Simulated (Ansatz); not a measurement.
# WC: the cost of one run

Computed with Ansatz 0.2.0 (DFT PBEsol, scalar-relativistic, plane waves, PAW, unless a step's input says otherwise).

1 further run of the same task is left out (set aside as unsound or not needed).

**1. The starting structure**

Symmetry: P-6m2, No. 187, hexagonal system. Conventional cell: a = 2.899 Å, b = 2.899 Å, c = 2.827 Å, α = 90.00°, β = 90.00°, γ = 120.00°. W (site symmetry -6m2) has 6 C at 2.19 Å as nearest neighbours. C (site symmetry -6m2) is surrounded by 6 W at 2.19 Å.

As a file:

```cif
data_structure
_symmetry_space_group_name_H-M 'P-6m2'
_symmetry_Int_Tables_number 187
_cell_length_a 2.8994
_cell_length_b 2.8994
_cell_length_c 2.8265
_cell_angle_alpha 90.000
_cell_angle_beta 90.000
_cell_angle_gamma 120.000
_cell_volume 20.58
loop_
_atom_site_label
_atom_site_type_symbol
_atom_site_symmetry_multiplicity
_atom_site_Wyckoff_symbol
_atom_site_fract_x
_atom_site_fract_y
_atom_site_fract_z
_atom_site_occupancy
W1 W 1 a 0.00000 0.00000 0.00000 1
C1 C 1 f 0.66667 0.33333 0.50000 1
```

This cell was relaxed beforehand with the same method: volume 10.29 Å³/atom, gap on the mesh none (metal).

**2. Phonons at Γ, at rest**

Input file input.yaml:

```yaml
crystal:
  lattice:
    - [2.8993928912, 0.0, 0.0]
    - [-1.4496964456, 2.5109478994, 0.0]
    - [0.0, 0.0, 2.8265150991]
  atoms:
    - { symbol: W, position: [0.0, 0.0, 0.0] }
    - { symbol: C, position: [0.6666666667, 0.3333333333, 0.5] }
basis:
  ecutwfc: 420
kpoints:
  mp_grid: { grid: [18, 18, 14] }
hamiltonian:
  xc: pbesol
scf:
  occupations: { method: fermi_dirac, width: 0.15 }
output:
  eigenvalues: true
phonons:
  method: dfpt
  eigenvectors: true
```

The run is started by

```
$ ansatz run input.yaml --threads 1 --pin off --max-ram 3072MiB --backend cpu --events-out ev --progress --plain --runs-dir out
```

Q: Estimate wall time and peak memory on 1 thread of Intel Xeon 6975P-C (Granite Rapids), shared host.

About 40 s, with a peak of 0.86 GiB.
